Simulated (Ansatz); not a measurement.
`F[SiH2][NH][GeH3]` + `CC(=O)O` → `CC(=O)[O][GeH3]` + `N[SiH2]F`  (ligand exchange at a Ge–N bond)

Calculated with Ansatz (gas phase, PBE0-D4/def2-TZVP geometries, no zero-point term in ΔE). CCSD(T)/CBS adds triple-zeta CCSD(T) − MP2 to the extrapolated MP2 energy (def2 sets, frozen cores). Functionals use def2-TZVPP. HSE06 is defined as in plane-wave codes. For Ge outer-core shells are correlated without core-valence functions, which leaves a few kJ/mol of doubt a bond. Scalar relativity is left out up to krypton. One conformer a species, not always the lowest.

Q: Is it downhill or uphill in electronic energy at CCSD(T)/CBS, and by how much? (An estimate is asked.)

A: Ansatz gave: Downhill: ΔE = -5.7 kcal/mol.

Q: What do these levels give: r2SCAN-D4, r2SCANh-D4, BLYP, HSE06, CCSD/def2-SVP, HF/def2-TZVPP? (Estimate.)

A: Computed: r2SCAN-D4 -6.5, r2SCANh-D4 -6.2, BLYP -6.7, HSE06 -5.3, CCSD/def2-SVP -4.8, HF/def2-TZVPP -6.2 kcal/mol.

Largest T1 diagnostic among the species: 0.015.

At CCSD(T), def2-SVP lies +0.7 kcal/mol from the extrapolated value and def2-TZVPP −0.1 kcal/mol. Leaving LDA and LC-ωPBE aside and taking each functional with its dispersion term where it has one, the values, not all of them listed here, spread over 1.6 kcal/mol, from B97M-V to HSE06-D4.
